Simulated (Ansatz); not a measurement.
**How many bands does the GW gap of WS2 (layers cut from the bulk crystal) need?**

Wanted: a G0W0 gap for WS2 (layers cut from the bulk crystal) that is converged in bands and cutoff, or an estimate of the limit.

Method: G0W0 on PBE, plane waves, PAW; PAW set soft_1, in Ansatz 0.2.0.

### Step 1. The starting structure

The cell holds 9 atoms: 6 S and 3 W. Cell: a = 3.156 Å, b = 3.156 Å, c = 53.800 Å, α = 90.0°, β = 90.0°, γ = 120.0°. It derives from WS2. Regions: layer 1, 3 atoms (2 S and 1 W); layer 2, 3 atoms (2 S and 1 W); layer 3, 3 atoms (2 S and 1 W). Vacuum lies along c.

As a file:

```cif
data_structure
_symmetry_space_group_name_H-M 'P 1'
_symmetry_Int_Tables_number 1
_cell_length_a 3.1561
_cell_length_b 3.1561
_cell_length_c 53.8000
_cell_angle_alpha 90.000
_cell_angle_beta 90.000
_cell_angle_gamma 120.000
_cell_volume 464.11
loop_
_atom_site_label
_atom_site_type_symbol
_atom_site_fract_x
_atom_site_fract_y
_atom_site_fract_z
_atom_site_occupancy
S1 S 0.66667 0.33333 0.35779 1
W2 W 0.33333 0.66667 0.38710 1
S3 S 0.66667 0.33333 0.41637 1
S4 S 0.33333 0.66667 0.47074 1
W5 W 0.66667 0.33333 0.50000 1
S6 S 0.33333 0.66667 0.52926 1
S7 S 0.66667 0.33333 0.58363 1
W8 W 0.33333 0.66667 0.61290 1
S9 S 0.66667 0.33333 0.64221 1
```

The structure was relaxed with PBE-D3(BJ). The runs that relaxed it are not among those shown. Spin-orbit coupling is left out unless a step names it. The Coulomb interaction is cut off across the vacuum.

### Step 2. 246 empty bands, screening to 38 eV

G0W0 replaces the xc potential by the self-energy, built once from these orbitals. Only a window of levels is corrected, while the sums run over the empty bands that the input names. This step takes PAW set soft_1 files.

input.yaml reads:

```yaml
crystal:
  lattice:
    - [3.1561069924, 0.0, 0.0]
    - [-1.5780534962, 2.7332688324, 0.0]
    - [0.0, 0.0, 53.8]
  atoms:
    - { symbol: S, position: [0.6666666667, 0.3333333333, 0.3577893293] }
    - { symbol: W, position: [0.3333333333, 0.6666666667, 0.3870972833] }
    - { symbol: S, position: [0.6666666667, 0.3333333333, 0.4163693837] }
    - { symbol: S, position: [0.3333333333, 0.6666666667, 0.4707397701] }
    - { symbol: W, position: [0.6666666667, 0.3333333333, 0.5] }
    - { symbol: S, position: [0.3333333333, 0.6666666667, 0.5292602299] }
    - { symbol: S, position: [0.6666666667, 0.3333333333, 0.5836306163] }
    - { symbol: W, position: [0.3333333333, 0.6666666667, 0.6129027167] }
    - { symbol: S, position: [0.6666666667, 0.3333333333, 0.6422106707] }
  periodic: [true, true, false]
kpoints:
  mp_grid: { grid: [9, 9, 1] }
hamiltonian:
  xc: pbe
  pseudopotentials: { kind: paw, azcp: { folder: soft_1 } }
scf:
  occupations: { method: fixed }
gw:
  n_empty_bands: 246
  ecut_chi: 38
  qp_bands: [v3, c3]
  qp_kpoints: band_edges
  screening: { model: contour_deformation }
```

The run is started by

```sh
$ ansatz run input.yaml --threads 2 --pin off --max-ram 73728MiB --backend cuda --events-out ev --progress --plain --runs-dir out --devices 1 --max-vram 13GiB
```

Numbers of over 12 decimals in the logs are rounded to 6 here.

Output:

```text
GPUs: using 1 of 1 available (devices: 1).
Engine: ansatz 0.2.0, x86_64-unknown-linux-gnu
Pseudopotentials: kind: paw
Pseudopotential: S, paw, valence charge 6, recommended cutoff 420 eV (normal), soft_1/S.paw.azcp
Pseudopotential: W, paw, valence charge 14, recommended cutoff 420 eV (normal), soft_1/W.paw.azcp
Functional definition: PBE
  parameter kappa = 0.804
  parameter beta = 0.066725
  exchange = pbe_x(kappa = kappa, mu = beta*pi^2/3)
  correlation = pbe_c(beta = beta)
device memory: the entry about to start is reckoned to put 3.4 GiB on a device that reports 47.0 GiB free (of which the cap on the GPU budget leaves the run 13.0 GiB)
GPU FFT provider: cuFFT
GPU libraries: cuBLAS 13.8.2, cuFFT 12.4.0, cuSOLVER 12.3.4
Crystal: 9 atoms, lattice volume = 464.105 Å³
Basis set: ecut = 420 eV, 8963 PW (Γ)
Bands: 48, of which v1, the nominal top of the filled ones, is band 39 counted from 1 (38 counted from 0)
Symmetry: 12 space group operations
Space group: P-6m2 (ITA 187), of the structure as read, at distance tolerance 7.7e-5 Å
k-points: 12 of 81 (time reversal used)
Non-local potential: S, projectors of the file, l = 0: 2, l = 1: 2, l = 2: 1
Non-local potential: W, projectors of the file, l = 0: 3, l = 1: 2, l = 2: 2, l = 3: 1
PAW form: soft (Blöchl's): semilocal exchange-correlation on the pseudo side does not see the compensation charge
PAW one-centre angular grid: S, 110 points (default); XC on 64 Gauss nodes
PAW one-centre angular grid: W, 590 points (default); XC on 64 Gauss nodes
Initial density: superposition of atomic densities (neutral atoms: chi_scale 0, normalization atom)
Initial wavefunctions: pseudopotential atomic-orbital guess
GPU buffer pool allocated for 207360 grid points (all kernels)
GPU transforms: local potential and band sums: pruned to the plane-wave sphere, on 24×24×360
Functional: x = pbe(κ = 0.804, μ = 0.219515), c = pbe(β = 0.066725)
SCF iter   1: F=—  HF=-36578.630097 eV  |F-HF|=—  |Δ(HF+E_count)|=         —  Δρ=2.75e-2  dr2=3.92e0  ethr=3.10e-3  ⟨swp⟩=7.2  Hψ=3428  notcnv=0  defer=60
preconditioner: auto → Resta (q_TF=auto, 2.027 Å⁻¹)  ε∞=3.1  [insulator: Δε(μ)=1.225 eV  Ē_g=8.794 eV  n_scr=34 (ndim 8)  ℏωp=12.7 eV  f_vac=0.647  ε∞_Penn≈3.1  vacuum switching on, ρ_ref=5.6e-3 e/Å³]
SCF iter   2: F=—  HF=-36577.600514 eV  |F-HF|=—  |Δ(HF+E_count)|=    1.03e0  Δρ=1.17e-2  dr2=9.52e-1  ethr=3.10e-3  ⟨swp⟩=3.6  Hψ=1396  notcnv=0  defer=61
SCF iter   3: F=—  HF=-36577.473929 eV  |F-HF|=—  |Δ(HF+E_count)|=   1.27e-1  Δρ=7.05e-3  dr2=3.10e-1  ethr=1.22e-3  ⟨swp⟩=3.9  Hψ=1074  notcnv=0  defer=76
SCF iter   4: F=—  HF=-36577.431450 eV  |F-HF|=—  |Δ(HF+E_count)|=   4.25e-2  Δρ=2.02e-3  dr2=1.53e-2  ethr=3.97e-4  ⟨swp⟩=3.9  Hψ=1280  notcnv=0  defer=79
SCF iter   5: F=—  HF=-36577.431976 eV  |F-HF|=—  |Δ(HF+E_count)|=   5.26e-4  Δρ=3.00e-4  dr2=6.83e-4  ethr=1.96e-5  ⟨swp⟩=3.8  Hψ=1408  notcnv=0  defer=83
SCF iter   6: F=—  HF=-36577.432308 eV  |F-HF|=—  |Δ(HF+E_count)|=   3.32e-4  Δρ=2.01e-4  dr2=1.99e-3  ethr=8.76e-7  ⟨swp⟩=3.8  Hψ=1419  notcnv=0  defer=83
SCF iter   7: F=—  HF=-36577.432151 eV  |F-HF|=—  |Δ(HF+E_count)|=   1.57e-4  Δρ=7.63e-5  dr2=5.38e-5  ethr=8.76e-7  ⟨swp⟩=2.9  Hψ=885  notcnv=0  defer=83
SCF iter   8: F=—  HF=-36577.432150 eV  |F-HF|=—  |Δ(HF+E_count)|=   1.32e-6  Δρ=2.77e-5  dr2=7.66e-6  ethr=6.89e-8  ⟨swp⟩=3.8  Hψ=1229  notcnv=0  defer=81
SCF iter   9: F=—  HF=-36577.432150 eV  |F-HF|=—  |Δ(HF+E_count)|=   1.21e-7  Δρ=1.79e-5  dr2=4.66e-6  ethr=9.81e-9  ⟨swp⟩=3.2  Hψ=1119  notcnv=0  defer=81
SCF iter  10: F=—  HF=-36577.432149 eV  |F-HF|=—  |Δ(HF+E_count)|=   5.70e-7  Δρ=4.04e-6  dr2=2.29e-7  ethr=5.97e-9  ⟨swp⟩=2.5  Hψ=877  notcnv=0  defer=81
SCF iter  11: F=-36577.432149 eV  HF=-36577.432149 eV  |F-HF|=1.03e-9  |Δ(HF+E_count)|=   2.73e-8  Δρ=8.62e-7  dr2=3.62e-9  ethr=1.28e-10  ⟨swp⟩=21.0  Hψ=3513  notcnv=0
SCF 1 converged in 11 iterations: F = -36577.432149 eV  dr2 = 3.62e-9
  greatest PAW one-centre occupation: 0.999 electrons in one spin orbital (limit 2), on the W atom at site 7 (counted from 0), in its partial waves of l = 0
device memory: the entry about to start is reckoned to put 3.9 GiB (of the 4.1 GiB reckoned in all, the device holds 0.1 GiB already) on a device that reports 46.3 GiB free (of which the cap on the GPU budget leaves the run 12.9 GiB)
NSCF: frozen V_eff on 12 k-points
the band table was solved once the SCF had ended and its energy, with any forces and stress, was formed, with the checks that follow a solve (3194 applications of the Hamiltonian). They found nothing against the state; the energy, forces and stress were not computed again (output.eigenvalues in the input reference)
device memory: the entry about to start is reckoned to put 4.4 GiB on a device that reports 46.4 GiB free (of which the cap on the GPU budget leaves the run 13.0 GiB)
NSCF: frozen V_eff on 12 k-points
G₀W₀ screening: q 1/12
[... further progress lines ...]
device memory: the entry about to start is reckoned to put 1.4 GiB on a device that reports 35.8 GiB free (of which the cap on the GPU budget leaves the run 13.0 GiB)
NSCF: frozen V_eff on 1 k-points
SCF converged after 11 iterations
Free energy (F): -36577.432149 eV
Harris-Foulkes:  -36577.432149 eV  (|F-HF|=1.03e-9)
Internal energy: -36577.432149 eV  (E = F + TS)
E sigma→0 (E₀):  -36577.432149 eV
Fermi energy:    -5.130504 eV
--- Per-component energies (eV) ---
  E_band       = -1867.860718
  E_kinetic    = 1904.516761
  E_local      = -487716.150259  (includes V_loc(G=0)·N_el)
  E_nonlocal   = 131.592419
  E_hartree    = 242774.708618
  E_xc         = -1338.611250
  E_vxc        = -1193.362951  (∫ρ·V_xc dr)
  E_paw        = -29384.169212  (= ΣΔE_a)
  E_vpaw       = -543.867373  (= ΣTr[D̂ρ^β])
  E_aug_tail   = 0.000463  (compensation charges beyond the density's cutoff)
  E_ewald      = 237050.680311
  E_smearing   = -0.000000  (= −TS)
  E_closure    = -0.000000  (closes the sum)
  Σ components = -36577.432149   (vs F -36577.432149, Δ=0.00e0)
--- Band table (eV; the first three rows and the last of 12) ---
  k-point 0: bands = [... 35 lower, -7.0347, -6.1013, -5.4980, -5.1305, -2.7771, -2.7771, -2.7695, -2.7695, ... 5 higher]
  k-point 1: bands = [... 35 lower, -6.7100, -6.1258, -5.7061, -5.5002, -3.0872, -3.0224, -2.9251, -2.9029, ... 5 higher]
  k-point 2: bands = [... 35 lower, -6.9590, -6.4735, -6.3943, -6.3841, -3.6279, -3.3638, -3.1828, -3.0785, ... 5 higher]
  k-point 11: bands = [... 35 lower, -8.0279, -5.7924, -5.7023, -5.6203, -3.7675, -3.7547, -3.7545, -2.9149, ... 5 higher]
--- G₀W₀: contour deformation, 7 samples at zero and on the imaginary axis and 2 off it, 81 q-points, 246 empty bands' worth ---
  eigenvalues of the whole cell's RPA ε∞ on this k-mesh (on a slab, of 1 + 4πα/V) = 1.2823, 5.4058, 5.4058; static W/v taken at q = 0 is 0.325946
  gw.qp_kpoints: band_edges: 9 of 12 stored k-points solved, in 1 pass; an edge of the gap read off the rows below is read off those points alone
    valence top: of the k-points left out ik 8 came nearest to being solved in a further pass, in band 39 (counted from 1, as in the quasiparticle table): it holds the edge there only if its correction is more favourable than any solved in that band by at least 1.062 eV; those differ by 0.132 eV
    conduction bottom: of the k-points left out ik 3 came nearest to being solved in a further pass, in band 40 (counted from 1, as in the quasiparticle table): it holds the edge there only if its correction is more favourable than any solved in that band by at least 0.564 eV; those differ by 0.206 eV
    ik  band        ε_KS         Σx   Σc(E_QP)       V_xc       Z   E_QP_lin       E_QP  E_QP is
     0    37     -6.1013   -18.2685     1.4048   -17.0164  0.7541    -5.9489    -5.9486  root
     0    38     -5.4980   -18.8917     1.3071   -17.8347  0.7599    -5.2488    -5.2479  root
     0    39     -5.1305   -19.3087     1.0543   -18.5921  0.7628    -4.7941    -4.7929  root
     0    40     -2.7771   -13.7656    -3.6202   -18.3596  0.7617    -1.7818    -1.8033  root
     0    41     -2.7771   -13.7656    -3.6202   -18.3596  0.7617    -1.7818    -1.8033  root
     0    42     -2.7695   -13.7933    -3.5538   -18.3227  0.7570    -1.7706    -1.7939  root
     1    37     -6.1258   -18.5693     1.4497   -17.2951  0.7540    -5.9508    -5.9503  root
     1    38     -5.7061   -19.0434     1.4157   -17.8744  0.7583    -5.4603    -5.4595  root
     1    39     -5.5002   -19.2334     1.2222   -18.3177  0.7611    -5.1948    -5.1937  root
     1    40     -3.0872   -13.5347    -3.3981   -17.8091  0.7560    -2.1924    -2.2109  root
     1    41     -3.0224   -13.4662    -3.4218   -17.7780  0.7543    -2.1125    -2.1324  root
     1    42     -2.9251   -13.6399    -3.5555   -18.1224  0.7574    -1.9771    -1.9981  root
     2    37     -6.4735   -18.9619     1.6197   -17.5425  0.7512    -6.2739    -6.2733  root
     2    38     -6.3943   -19.0559     1.6177   -17.6437  0.7512    -6.1896    -6.1888  root
     2    39     -6.3841   -19.0575     1.5932   -17.6860  0.7537    -6.1632    -6.1624  root
     2    40     -3.6279   -13.2076    -3.3310   -17.3303  0.7647    -2.8241    -2.8363  root
     2    41     -3.3638   -13.3034    -3.3977   -17.5305  0.7597    -2.5192    -2.5344  root
     2    42     -3.1828   -14.3672    -3.4034   -18.6882  0.7557    -2.2454    -2.2651  root
     5    37     -6.2955   -19.0563     1.5646   -17.6969  0.7522    -6.0910    -6.0903  root
     5    38     -6.1522   -19.1923     1.5614   -17.8592  0.7539    -5.9248    -5.9240  root
     5    39     -6.1150   -19.1859     1.4774   -17.9643  0.7565    -5.8602    -5.8592  root
     5    40     -3.6571   -13.2537    -3.2179   -17.2720  0.7648    -2.8443    -2.8567  root
     5    41     -3.4295   -13.3710    -3.3060   -17.5211  0.7604    -2.5700    -2.5853  root
     5    42     -3.1733   -13.6658    -3.4420   -17.9964  0.7586    -2.2664    -2.2847  root
[...]
10    41     -3.2705   -15.6375    -3.3957   -19.9568  0.7543    -2.3271    -2.3469  root
    10    42     -3.1998   -15.8574    -3.4298   -20.2261  0.7549    -2.2401    -2.2609  root
    11    37     -5.7924   -18.5846     0.9735   -17.8705  0.7624    -5.5337    -5.5329  root
    11    38     -5.7023   -18.7623     0.9387   -18.0958  0.7602    -5.4311    -5.4302  root
    11    39     -5.6203   -18.9641     0.9201   -18.3543  0.7623    -5.3111    -5.3100  root
    11    40     -3.7675   -15.8481    -3.1433   -19.9093  0.7652    -2.8343    -2.8496  root
    11    41     -3.7547   -15.8442    -3.1344   -19.9141  0.7610    -2.8022    -2.8192  root
    11    42     -3.7545   -15.8476    -3.1345   -19.9176  0.7610    -2.8020    -2.8190  root
```

Run time: 56 s. Hardware: 1 × NVIDIA H100 80GB HBM3 (shared by 6 runs) with 2 threads of AMD EPYC 7R13 (Zen 3), shared host; peak memory 1.9 GiB.

This step gave:

* bands summed: 285
* plane waves in the screening matrix: 277
* q-points in the mesh: 81
* G0W0 gap on the mesh: 1.670 eV
* k of the valence top: 0, 0, 0
* k of the conduction bottom: 0.1111, 0.2222, 0
* starting gap on the mesh: 1.233 eV
* Z at the valence top: 0.7628
* Z at the conduction bottom: 0.7675
* least direct G0W0 gap on the computed points: 2.460 eV

The gap on the mesh goes from 1.23 eV to 1.67 eV, a correction of +0.44 eV. Between the two edge states, bare exchange in place of the xc potential would open the gap by 4.72 eV, and correlation takes back 4.28 eV.

### Step 3. 617 empty bands, screening to 70 eV

Another rung: the empty bands reach about as high as the screening cutoff, so the two stay in balance.

Edit input.yaml of step 2 so:

```diff
@@ -23,5 +23,6 @@
   occupations: { method: fixed }
+  convergence: { dr2_threshold: 1.0e-10 }
 gw:
-  n_empty_bands: 246
-  ecut_chi: 38
+  n_empty_bands: 617
+  ecut_chi: 70.0
   qp_bands: [v3, c3]
```

Output:

```text
GPUs: using 1 of 1 available (devices: 1).
[...]
GPU FFT provider: cuFFT
GPU libraries: cuBLAS 13.8.2, cuFFT 12.4.0, cuSOLVER 12.3.4
Crystal: 9 atoms, lattice volume = 464.105 Å³
Basis set: ecut = 420 eV, 8963 PW (Γ)
Bands: 48, of which v1, the nominal top of the filled ones, is band 39 counted from 1 (38 counted from 0)
Symmetry: 12 space group operations
[...]
k-points: 12 of 81 (time reversal used)
[...]
GPU buffer pool allocated for 207360 grid points (all kernels)
[...]
SCF iter   1: F=—  HF=-36578.630097 eV  |F-HF|=—  |Δ(HF+E_count)|=         —  Δρ=2.75e-2  dr2=3.92e0  ethr=3.10e-3  ⟨swp⟩=7.2  Hψ=3428  notcnv=0  defer=60
[...]
SCF iter  14: F=-36577.432149 eV  HF=-36577.432149 eV  |F-HF|=3.49e-10  |Δ(HF+E_count)|=  2.04e-10  Δρ=7.76e-8  dr2=4.78e-11  ethr=1.00e-12  ⟨swp⟩=20.2  Hψ=3243  notcnv=0
SCF 1 converged in 14 iterations: F = -36577.432149 eV  dr2 = 4.78e-11
[...]
NSCF: frozen V_eff on 12 k-points
[...]
G₀W₀ screening: q 1/12
[... further progress lines ...]
[...]
SCF converged after 14 iterations
Free energy (F): -36577.432149 eV
[...]
Internal energy: -36577.432149 eV  (E = F + TS)
E sigma→0 (E₀):  -36577.432149 eV
Fermi energy:    -5.130418 eV
[...]
--- Band table (eV; the first three rows and the last of 12) ---
  k-point 0: bands = [... 35 lower, -7.0346, -6.1012, -5.4979, -5.1304, -2.7770, -2.7770, -2.7694, -2.7694, ... 5 higher]
  k-point 1: bands = [... 35 lower, -6.7099, -6.1257, -5.7060, -5.5001, -3.0871, -3.0223, -2.9250, -2.9028, ... 5 higher]
  k-point 2: bands = [... 35 lower, -6.9589, -6.4734, -6.3942, -6.3840, -3.6278, -3.3637, -3.1827, -3.0784, ... 5 higher]
  k-point 11: bands = [... 35 lower, -8.0278, -5.7923, -5.7023, -5.6202, -3.7674, -3.7546, -3.7545, -2.9148, ... 5 higher]
[...]
0    37     -6.1012   -18.2685     1.1130   -17.0164  0.7473    -6.2406    -6.2403  root
     0    38     -5.4979   -18.8917     0.9766   -17.8347  0.7520    -5.5783    -5.5782  root
     0    39     -5.1304   -19.3087     0.7069   -18.5921  0.7543    -5.1402    -5.1402  root
     0    40     -2.7770   -13.7656    -3.9626   -18.3596  0.7537    -2.1376    -2.1457  root
     0    41     -2.7770   -13.7656    -3.9626   -18.3596  0.7537    -2.1376    -2.1457  root
     0    42     -2.7694   -13.7933    -3.8951   -18.3227  0.7489    -2.1263    -2.1351  root
     1    37     -6.1257   -18.5693     1.1494   -17.2951  0.7470    -6.2507    -6.2505  root
     1    38     -5.7060   -19.0434     1.0869   -17.8744  0.7504    -5.7883    -5.7881  root
[...]
11    39     -5.6202   -18.9641     0.5771   -18.3543  0.7547    -5.6529    -5.6529  root
    11    40     -3.7674   -15.8481    -3.5104   -19.9093  0.7571    -3.2118    -3.2166  root
    11    41     -3.7546   -15.8442    -3.4989   -19.9141  0.7530    -3.1780    -3.1836  root
    11    42     -3.7545   -15.8476    -3.4989   -19.9176  0.7530    -3.1778    -3.1834  root
```

The job ended after 1.9 min (1 × NVIDIA H100 80GB HBM3 (shared by 6 runs) with 2 threads; peak memory 3.4 GiB; 2.5 min of CPU time).

Numbers from this step:

```yaml
bands_summed: 656
plane_waves_in_the_screening_matrix: 601
q_points_in_the_mesh: 81
g0w0_gap_on_the_mesh: 1.718 eV
k_of_the_valence_top: 0, 0, 0
k_of_the_conduction_bottom: 0.1111, 0.2222, 0
starting_gap_on_the_mesh: 1.233 eV
z_at_the_valence_top: 0.7543
z_at_the_conduction_bottom: 0.7605
least_direct_g0w0_gap_on_the_computed_points: 2.436 eV
```

Against the run with 9×9×1 mesh, 246 empty bands, screening to 38 eV, PAW set soft_1 files, the gap moves by +0.05 eV.

### Step 4. Convergence and cost

Times are wall times on 1 × NVIDIA H100 80GB HBM3 (shared by 6 runs) with 2 threads of AMD EPYC 7R13 (Zen 3), shared host, good to a factor of about two.

```csv
mesh,files,frequency,bands summed,cutoff (eV),start (eV),G0W0 (eV),time,host memory (GiB)
9×9×1,PAW set soft_1,contour deformation,285,38,1.233,1.670,56 s,1.9
9×9×1,PAW set soft_1,contour deformation,656,70,1.233,1.718,1.9 min,3.4
```

How the two edges are built up, in eV (the quasiparticle level is the starting level plus Σx plus Σc less Vxc):

```csv
run,edge,start,Σx,Σc,Vxc,Z,QP
285 bands,valence top,-5.13,-19.31,1.05,-18.59,0.76,-4.79
285 bands,conduction bottom,-3.90,-13.32,-3.22,-17.32,0.77,-3.12
656 bands,valence top,-5.13,-19.31,0.71,-18.59,0.75,-5.14
656 bands,conduction bottom,-3.90,-13.32,-3.52,-17.32,0.76,-3.42
```

### Step 5. Outcome

| Property | Result |
| --- | --- |
| 285 bands, 38 eV | 1.670 eV |
| 656 bands, 70 eV | 1.718 eV |
| estimated limit in bands and cutoff | 1.76 eV |
| mesh and start | 9×9×1, PBE |

**Reading.** A line in one over the bands through the two rungs gives 1.76 eV, +0.04 eV from the top rung; with two points alone it is an unchecked estimate. The rungs stand 0.09 eV (285 bands) and 0.04 eV (656 bands) from it. From 285 to 656 bands the gap moves by +0.05 eV while the time grows 2.1-fold. Σc changes by −0.35 eV at the valence top and −0.30 eV at the conduction bottom, so the levels themselves move more than the gap between them. The 9×9×1 mesh misses a band edge: over a band path and its finer mesh (run apart) the PBE gap is 1.13 eV, so the G0W0 gap over the zone may lie about 0.10 eV below its value on the mesh. The mesh in the plane is coarse for a sheet; gap and any exciton binding can still move on denser ones. The many-body steps are scalar-relativistic: spin-orbit coupling is not in them.

[Paths, hosts, dates, memory and timing lines, banners, echoed tables and standing remarks are left out of the program output.]

[Logs are printed without paths, hosts, clocks, repeated set-up lines and the standing remarks that a program may print on its own settings, such as how far it seeks lower states.]

[Runs of the session that timed out or met a known fault of the program may be left out.]

[Cells called generated may have been cut or substituted from an entry of the Crystallography Open Database or the Materials Project.]

[Hosts, paths, dates, database ids (printed as entryN), source tags and the programs' standing remarks are cut or masked in the printed files.]
